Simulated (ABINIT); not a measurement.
# MnO (Fm-3m) in ABINIT: reference runs

Aim: a first look at MnO with PBEsol, on the cell as given.

Program: ABINIT 10.8.3 (patched build). These are calculated values, not measurements. Logs are shortened: lines on timing, memory, paths and dates and some standing lists are left out, and cuts for length are marked. The log counts tension as positive stress, the text compression.

## (1) The structure

Symmetry: Fm-3m, No. 225, cubic system. The conventional cell has a = 4.448 Å, b = 4.448 Å, c = 4.448 Å, α = 90.00°, β = 90.00°, γ = 90.00°. Around Mn (site symmetry m-3m) lie 6 O at 2.22 Å. Around O (site symmetry m-3m) lie 6 Mn at 2.22 Å.

The cell is a database's computed one.

## (2) Single point, PBEsol, collinear spin, ferromagnetic start

run.abi reads:

```
# Pseudopotentials
pp_dirpath "./"
pseudos "Mn.upf, O.upf"

# Structure
acell 3*1.0 Angstrom
rprim
     0.0000000000     2.2239077028     2.2239077028
     2.2239077028     0.0000000000     2.2239077028
     2.2239077028     2.2239077028     0.0000000000
ntypat 2
znucl 25 8
natom 2
typat 1 2
xcart
     0.0000000000     0.0000000000     0.0000000000
     2.2239077028     2.2239077028     2.2239077028 Angstrom

# Plane-wave basis
ecut 48.0

# k points
kptopt 1
ngkpt 10 10 10
nshiftk 1
shiftk 0.0 0.0 0.0

# Exchange and correlation
ixc -116133

# Bands and occupations
nband 16
occopt 3
tsmear 0.00183747

# Spin
nsppol 2
spinat
     0.0000000000     0.0000000000     4.0000000000
     0.0000000000     0.0000000000     0.0000000000

# SCF cycle
nstep 100
tolvrs 1.0e-10

# Output
iomode 3
prtwf 0
prtden 0
prteig 0
prtebands 0
enunit 2
```

Potentials or basis: PseudoDojo NC SR PBEsol v0.4.1 standard.

Run with:

```bash
> abinit run.abi > log 2>&1
```

run.abo:

```text
.Version 10.8.3 of ABINIT
 Symmetries : space group Fm -3 m (#225); Bravais cF (face-center cubic)
================================================================================
 Values of the parameters that define the memory need of the present run
     intxc =       0    ionmov =       0      iscf =       7    lmnmax =       6
     lnmax =       6     mgfft =      40  mpssoang =       3    mqgrid =    3001
     natom =       2  nloc_mem =       1    nspden =       2   nspinor =       1
    nsppol =       2      nsym =      48    n1xccc =    2501    ntypat =       2
    occopt =       3   xclevel =       2
       mpw =        2377          nfft =       64000          nkpt =          47
================================================================================
================================================================================

--------------------------------------------------------------------------------
------------- Echo of variables that govern the present computation ------------
--------------------------------------------------------------------------------
 -outvars: echo values of preprocessed input variables --------
            acell      1.8897261259E+00  1.8897261259E+00  1.8897261259E+00 Bohr
              amu      5.49380500E+01  1.59994000E+01
             ecut      4.80000000E+01 Hartree
           enunit           2
              ixc     -116133
         kptrlatt       10    0    0      0   10    0      0    0   10
          kptrlen      5.94334067E+01
            natom           2
            nband          16
            ngfft          40      40      40
             nkpt          47
           nspden           2
           nsppol           2
            nstep         100
             nsym          48
           ntypat           2
           occopt           3
           prtden           0
        prtebands           0
           prteig           0
            prtwf           0
            rprim      0.0000000000E+00  2.2239077028E+00  2.2239077028E+00
                       2.2239077028E+00  0.0000000000E+00  2.2239077028E+00
                       2.2239077028E+00  2.2239077028E+00  0.0000000000E+00
          spgroup         225
           spinat      0.0000000000E+00  0.0000000000E+00  4.0000000000E+00
                       0.0000000000E+00  0.0000000000E+00  0.0000000000E+00
           tolvrs      1.00000000E-10
           tsmear      1.83747000E-03 Hartree
            typat      1  2
           xangst      0.0000000000E+00  0.0000000000E+00  0.0000000000E+00
                       2.2239077028E+00  2.2239077028E+00  2.2239077028E+00
            xcart      0.0000000000E+00  0.0000000000E+00  0.0000000000E+00
                       4.2025764876E+00  4.2025764876E+00  4.2025764876E+00
             xred      0.0000000000E+00  0.0000000000E+00  0.0000000000E+00
                       5.0000000000E-01  5.0000000000E-01  5.0000000000E-01
            znucl       25.00000    8.00000
[... 130 lines left out ...]
    2     -0.00000000000000    -0.00000000000000    -0.00000000000000
 frms,max,avg= 0.0000000E+00 0.0000000E+00   0.000E+00  0.000E+00  0.000E+00 e/A
 length scales=  1.889726125908  1.889726125908  1.889726125908 bohr
              =  1.000000000000  1.000000000000  1.000000000000 angstroms
 Fermi (or HOMO) energy (hartree) =   0.33449   Average Vxc (hartree)=  -0.45124
 Magnetization (Bohr magneton)=  4.79994990E+00
 Total spin up =  1.28999750E+01   Total spin down =  8.10002505E+00
 Eigenvalues (hartree) for nkpt=  47  k points, SPIN UP:
 kpt#   1, nband= 16, wtk=  0.00100, kpt=  0.0000  0.0000  0.0000 (reduced coord)
  -2.64678   -1.50771   -1.50771   -1.50771   -0.40604    0.19643    0.19643    0.19643
   0.21512    0.21512    0.21512    0.23456    0.23456    0.31403    0.84152    0.92536
      occupation numbers for kpt#   1
   1.00000    1.00000    1.00000    1.00000    1.00000    1.00000    1.00000    1.00000
   1.00000    1.00000    1.00000    1.00000    1.00000    0.99999    0.00000    0.00000
 prteigrs : prtvol=0 or 1, do not print more k-points.

 Eigenvalues (hartree) for nkpt=  47  k points, SPIN DOWN:
 kpt#   1, nband= 16, wtk=  0.00100, kpt=  0.0000  0.0000  0.0000 (reduced coord)
  -2.48688   -1.33872   -1.33872   -1.33872   -0.38838    0.21267    0.21267    0.21267
   0.36003    0.36470    0.36470    0.36470    0.38868    0.38868    0.86788    0.98276
      occupation numbers for kpt#   1
   1.00000    1.00000    1.00000    1.00000    1.00000    1.00000    1.00000    1.00000
   0.00000    0.00000    0.00000    0.00000    0.00000    0.00000    0.00000    0.00000
 prteigrs : prtvol=0 or 1, do not print more k-points.

 Fermi (or HOMO) energy (eV) =   9.10184   Average Vxc (eV)= -12.27874
 Eigenvalues (   eV  ) for nkpt=  47  k points, SPIN UP:
 kpt#   1, nband= 16, wtk=  0.00100, kpt=  0.0000  0.0000  0.0000 (reduced coord)
 -72.02260  -41.02690  -41.02690  -41.02690  -11.04879    5.34517    5.34517    5.34517
   5.85369    5.85369    5.85369    6.38261    6.38261    8.54509   22.89902   25.18038
 prteigrs : prtvol=0 or 1, do not print more k-points.

 Eigenvalues (   eV  ) for nkpt=  47  k points, SPIN DOWN:
 kpt#   1, nband= 16, wtk=  0.00100, kpt=  0.0000  0.0000  0.0000 (reduced coord)
 -67.67142  -36.42842  -36.42842  -36.42842  -10.56837    5.78707    5.78707    5.78707
   9.79683    9.92400    9.92400    9.92400   10.57646   10.57646   23.61617   26.74236
 prteigrs : prtvol=0 or 1, do not print more k-points.

--- !EnergyTerms
iteration_state     : {dtset: 1, }
comment             : Components of total free energy in Hartree
kinetic             :  5.97648539645895E+01
hartree             :  3.17611549458864E+01
xc                  : -2.23517134080141E+01
Ewald energy        : -8.28539899707682E+01
psp_core            :  3.17651017058466E+00
local_psp           : -1.04544457618077E+02
non_local_psp       : -1.02295891224318E+01
internal            : -1.25277231038230E+02
'-kT*entropy'       : -2.44131818877871E-04
total_energy        : -1.25277475170049E+02
total_energy_eV     : -3.40897376477350E+03
band_energy         : -1.23464241216134E+01
...

 Cartesian components of stress tensor (hartree/bohr^3)
  sigma(1 1)=  2.31620397E-04  sigma(3 2)=  0.00000000E+00
  sigma(2 2)=  2.31620397E-04  sigma(3 1)=  0.00000000E+00
  sigma(3 3)=  2.31620397E-04  sigma(2 1)=  0.00000000E+00

-Cartesian components of stress tensor (GPa)         [Pressure= -6.8145E+00 GPa]
- sigma(1 1)=  6.81450734E+00  sigma(3 2)=  0.00000000E+00
- sigma(2 2)=  6.81450734E+00  sigma(3 1)=  0.00000000E+00
- sigma(3 3)=  6.81450734E+00  sigma(2 1)=  0.00000000E+00

== END DATASET(S) ==============================================================
================================================================================

 -outvars: echo values of variables after computation  --------
            acell      1.8897261259E+00  1.8897261259E+00  1.8897261259E+00 Bohr
           etotal     -1.2527747517E+02
            fcart     -0.0000000000E+00 -0.0000000000E+00 -0.0000000000E+00
                      -0.0000000000E+00 -0.0000000000E+00 -0.0000000000E+00
            rprim      0.0000000000E+00  2.2239077028E+00  2.2239077028E+00
                       2.2239077028E+00  0.0000000000E+00  2.2239077028E+00
                       2.2239077028E+00  2.2239077028E+00  0.0000000000E+00
           strten      2.3162039662E-04  2.3162039662E-04  2.3162039662E-04
                       0.0000000000E+00  0.0000000000E+00  0.0000000000E+00
           xangst      0.0000000000E+00  0.0000000000E+00  0.0000000000E+00
                       2.2239077028E+00  2.2239077028E+00  2.2239077028E+00
             xred      0.0000000000E+00  0.0000000000E+00  0.0000000000E+00
                       5.0000000000E-01  5.0000000000E-01  5.0000000000E-01
 Calculation completed.
```

Wall time 2 min (1 thread of Arm Neoverse V2, shared host); peak memory 0.14 GiB.

What came out:

```yaml
Free_energy: -3408.9738 eV
Pressure: -6.8 GPa
Band_gap_on_the_k_mesh: none (metal or under the smearing width)
Net_moment: 4.80 μB per cell
Site_moments: Mn +4.16; O +0.25 μB
Valence_electrons_inside_the_program's_atomic_spheres: Mn 12.81; O 6.16
```

Caveat: a cell with one magnetic atom can't hold antiferromagnetic order, which such compounds often take; semilocal functionals often make such compounds metallic where correlation or magnetic order opens a gap, which also shifts bond lengths. With open d or f shells a metallic result of PBEsol can be an artefact of self-interaction; +U or a hybrid may open a gap.
